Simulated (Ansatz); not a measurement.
## Clamped-ion strain scan in BN

Computed with DFT PBE, scalar-relativistic, plane waves, PAW (Ansatz). The runs took a 420 eV cutoff, a Γ-centred 12×12×12 mesh and Gaussian smearing (0.05 eV). No spin polarisation. Energies are free energies at this smearing, counted from the undisturbed cell; pressure is positive in compression.

The starting cell (as given, not relaxed at this level; it stands at -0.4 GPa):

```
CELL_PARAMETERS angstrom
0.00000 1.81300 1.81300
1.81300 0.00000 1.81300
1.81300 1.81300 0.00000
ATOMIC_POSITIONS crystal
B 0.00000 0.00000 0.00000
N 0.75000 0.75000 0.75000
```

The cell is strained by ε times the Voigt pattern (0, 0, 0, 0, 1, 0) (xx, yy, zz, yz, xz, xy; engineering shear) with fractional coordinates fixed.

```
      ε  ΔE (meV/atom)
-0.0400           13.1
-0.0200            3.2
 0.0000            0.0
 0.0050            0.1
 0.0100            0.7
 0.0150            1.8
 0.0250            5.1
 0.0300            7.3
 0.0350           10.0
```

(1) Predict the stress summed along the pattern (GPa, tension positive) at each point.

Results:

(1)
| ε | stress summed along the pattern (GPa, tension positive) |
| --- | --- |
| -0.0400 | -17.68 |
| -0.0200 | -8.83 |
| 0.0000 | 0.00 |
| 0.0050 | 2.21 |
| 0.0100 | 4.41 |
| 0.0150 | 6.62 |
| 0.0250 | 11.04 |
| 0.0300 | 13.25 |
| 0.0350 | 15.46 |